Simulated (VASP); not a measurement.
# Sr (P6_3/mmc) in VASP: single point with PBE

Aim: the single point of Sr with PBE.

All numbers are computed with VASP 6.6.1; they aren't measurements. Logs are shortened: lines on timing, memory, paths and dates and some standing lists are left out, and cuts for length are marked.

## (1) The undisturbed crystal

The structure is hexagonal, space group P6_3/mmc (No. 194). The conventional cell has a = 4.310 Å, b = 4.310 Å, c = 7.050 Å, α = 90.00°, β = 90.00°, γ = 120.00°. Sr (site symmetry -6m2) is surrounded by 12 Sr at 4.31 Å.

This isn't the form of Sr at room conditions, which is fcc.

## (2) Single point, PBE (z stretched by +1 % at fixed volume)

File INCAR:

```
PREC     = Accurate       # precision mode
ENCUT    = 520            # plane-wave cutoff, eV
EDIFF    = 1E-6           # SCF threshold, eV
ISMEAR   = -1             # smearing method
SIGMA    = 0.03           # smearing width, eV
LREAL    = F              # projectors in reciprocal space
LASPH    = T              # aspherical terms in the spheres
NELM     = 100            # most SCF steps
ALGO     = Normal         # electronic algorithm
ISIF     = 2              # what is computed and relaxed
LWAVE    = F              # write WAVECAR
LCHARG   = F              # write CHGCAR
GGA      = PE             # functional
NBANDS   = 17             # bands
```

File KPOINTS:

```
Automatic mesh
0
Gamma
  9 9 5
```

File POSCAR:

```
Sr
1.0
    4.2886105094      0.0000000000      0.0000000000
   -2.1443052547      3.7140456480      0.0000000000
    0.0000000000      0.0000000000      7.1205000000
Sr
2
Direct
    0.3333333333      0.6666666667      0.2500000000
    0.6666666667      0.3333333333      0.7500000000
```

Potentials or basis: VASP PAW PBE potentials, release 64 (Sr_sv).

Command:

```console
$ cat potpaw_PBE.64/Sr_sv/POTCAR > POTCAR
$ mpirun -np 1 vasp_std > vasp.out
```

OUTCAR:

```text
PREC = Accurate
   ENCUT = 520
   EDIFF = 1E-6
   ISMEAR = -1
   LREAL = F
   LASPH = T
   NELM = 100
   ISIF = 2
   GGA = PE

 ion  position               nearest neighbor table
   1  0.333  0.667  0.250-   2 4.34   2 4.34   2 4.34   2 4.34   2 4.34   2 4.34
   2  0.667  0.333  0.750-   1 4.34   1 4.34   1 4.34   1 4.34   1 4.34   1 4.34

  LATTYP: Found a hexagonal cell.
 ALAT       =     4.2886105094
 C/A-ratio  =     1.6603279744

  Lattice vectors:

 A1 = (   4.2886105094,   0.0000000000,   0.0000000000)
 A2 = (  -2.1443052547,   3.7140456480,   0.0000000000)
 A3 = (   0.0000000000,   0.0000000000,   7.1205000000)

Analysis of symmetry for initial positions (statically):
=====================================================================
 Subroutine PRICEL returns:
 Original cell was already a primitive cell.

 Routine SETGRP: Setting up the symmetry group for a
 hexagonal supercell.

 Subroutine GETGRP returns: Found 24 space group operations
 (whereof 12 operations were pure point group operations)
 out of a pool of 24 trial point group operations.

The static configuration has the point symmetry D_3d.
 The point group associated with its full space group is D_6h.

Analysis of symmetry for dynamics (positions and initial velocities):
=====================================================================
 Subroutine PRICEL returns:
 Original cell was already a primitive cell.

 Routine SETGRP: Setting up the symmetry group for a
 hexagonal supercell.

 Subroutine GETGRP returns: Found 24 space group operations
 (whereof 12 operations were pure point group operations)
 out of a pool of 24 trial point group operations.

The dynamic configuration has the point symmetry D_3d.
 The point group associated with its full space group is D_6h.

 Subroutine INISYM returns: Found 24 space group operations
 (whereof 12 operations are pure point group operations),
 and found     1 'primitive' translations

----------------------------------------------------------------------------------------

                                     Primitive cell

  volume of cell :     113.4160

  direct lattice vectors                    reciprocal lattice vectors
     4.288610509  0.000000000  0.000000000     0.233175757  0.134624086  0.000000000
    -2.144305255  3.714045648  0.000000000     0.000000000  0.269248172  0.000000000
[... 76 lines left out ...]
   PREC   = accura    normal or accurate (medium, high low for compatibility)
   ISTART =      0    job   : 0-new  1-cont  2-samecut
   ICHARG =      2    charge: 1-file 2-atom 10-const
   ISPIN  =      1    spin polarized calculation?
   LNONCOLLINEAR =      F non collinear calculations
   LSORBIT =      F    spin-orbit coupling
   LASPH  =      T    aspherical Exc in radial PAW
   ENCUT  =  520.0 eV  38.22 Ry    6.18 a.u.   7.97  7.97 13.24*2*pi/ulx,y,z
   NELM   =    100;   NELMIN=  2; NELMDL= -5     # of ELM steps
   EDIFF  = 0.1E-05   stopping-criterion for ELM
[... 8 lines left out ...]
   TEBEG  =    0.0;   TEEND  =   0.0 temperature during run
   PSTRESS=    0.0 pullay stress
   NELECT =      20.0000    total number of electrons
   NUPDOWN=      -1.0000    fix difference up-down
   EMIN   =  10.00;   EMAX   =-10.00  energy-range for DOS
   EFERMI =   0.00;   METHOD = LEGACY
   ISMEAR =    -1;   SIGMA  =   0.03  broadening in eV -4-tet -1-fermi 0-gaus
   EFERMI_NEDOS =   21; number of points for ismear=-14 and -15
   IALGO  =     38    algorithm
   IMIX   =      4    mixing-type and parameters
     AMIX     =   0.40;   BMIX     =  1.00
     AMIX_MAG =   1.60;   BMIX_MAG =  1.00
  volume/ion in A,a.u.               =      56.71       382.68
  Fermi-wavevector in a.u.,A,eV,Ry     =   0.918037  1.734838 11.466873  0.842791
  Thomas-Fermi vector in A             =   2.043073
   LORBIT       =      0    0 simple, 1 ext, 2 COOP (PROOUT), +10 PAW based schemes
   GGA     = PE    functional components
   LHFCALC =     F    Hartree Fock is set to
   AEXX    =    0.0000 exact exchange contribution
   IVDW    =     0    specifies the selected vdW correction
   LEPSILON=     F    determine dielectric tensor
   LRPA    =     F    only Hartree local field effects (RPA)
 non-spin polarized calculation
  energy-cutoff  :      520.00
  volume of cell :      113.42
 maximum number of plane-waves:      3072
 NGX is ok and might be reduce to    32
   NGX = 15   NGY = 15   NGZ = 27

 number of electron      20.0000000 magnetization

 Free energy of the ion-electron system (eV)
  ---------------------------------------------------
  ext. energy  EPLUGINS =         0.00000000
  ---------------------------------------------------
  free energy    TOTEN  =        -3.26698108 eV

  energy without entropy =       -3.25956111  energy(sigma->0) =       -3.26327110

 E-fermi :   1.4811     XC(G=0):  -7.2591

 val. band max:        1.4807235065   @ k =   0.3333   0.0000   0.0000
 cond. band min:       1.5061127698   @ k =   0.3333   0.0000   0.0000
 fundamental gap:      0.0253892633
 Fermi energy:         1.4810574740

 k-point     1 :       0.0000    0.0000    0.0000
  band No.  band energies     occupation
      1     -35.1990      2.00000
      2     -35.1880      2.00000
      3     -17.2572      2.00000
      4     -17.1139      2.00000
      5     -17.1139      2.00000
      6     -17.0919      2.00000
[... 457 lines left out ...]
      4     -17.2140      2.00000
      5     -17.2140      2.00000
      6     -17.1813      2.00000
[... 9 lines left out ...]
     16       5.2833      0.00000
     17       5.3415      0.00000

 [... further k-points ...]

------------------------ aborting loop because EDIFF is reached ----------------------------------------

  FORCE on cell =-STRESS in cart. coord.  units (eV):
  Direction    XX          YY          ZZ          XY          YZ          ZX
  --------------------------------------------------------------------------------------
  -------------------------------------------------------------------------------------
  Total       -0.1235937     -0.1235937     -0.2512327      0.0000000      0.0000000      0.0000000
  in kB       -1.7459532     -1.7459532     -3.5490517      0.0000000      0.0000000      0.0000000
  external PRESSURE =      -2.3469860 kB  Pullay stress =       0.0000000 kB

 VOLUME and BASIS-vectors are now :
 -----------------------------------------------------------------------------
  energy-cutoff  :      520.00
  volume of cell :      113.42
      direct lattice vectors                 reciprocal lattice vectors
     4.288610509  0.000000000  0.000000000     0.233175757  0.134624086  0.000000000
    -2.144305255  3.714045648  0.000000000     0.000000000  0.269248172  0.000000000
     0.000000000  0.000000000  7.120500000     0.000000000  0.000000000  0.140439576

 POSITION                                       TOTAL-FORCE (eV/Angst)
 -----------------------------------------------------------------------------------
     -0.00000      2.47603      1.78012         0.000000     -0.000000      0.000000
      2.14431      1.23802      5.34037        -0.000000      0.000000      0.000000
 -----------------------------------------------------------------------------------
    total drift:                               -0.000000      0.000000     -0.000000

  FREE ENERGIE OF THE ION-ELECTRON SYSTEM (eV)
  ---------------------------------------------------
  free  energy   TOTEN  =        -3.2669810831 eV

  energy  without entropy=       -3.2595611109  energy(sigma->0) =       -3.26327110
```

stdout:

```text
POSCAR found type information on POSCAR Sr
 POSCAR found :  1 types and       2 ions
 scaLAPACK will be used
 LDA part: xc-table for (Slater+PW92), standard interpolation
 POSCAR, INCAR and KPOINTS ok, starting setup
 FFT: planning ... GRIDC
 FFT: planning ... GRID_SOFT
 FFT: planning ... GRID
 WAVECAR not read
 entering main loop
```

Wall time 25 s (1 thread of Intel Xeon 6975P-C (Granite Rapids), shared host); peak memory 0.24 GiB.

Results:

| Property | Result |
| --- | --- |
| Free energy | -3.2670 eV |
| Pressure | -0.2 GPa |
| Band gap on the k mesh | none (metal or under the smearing width) |
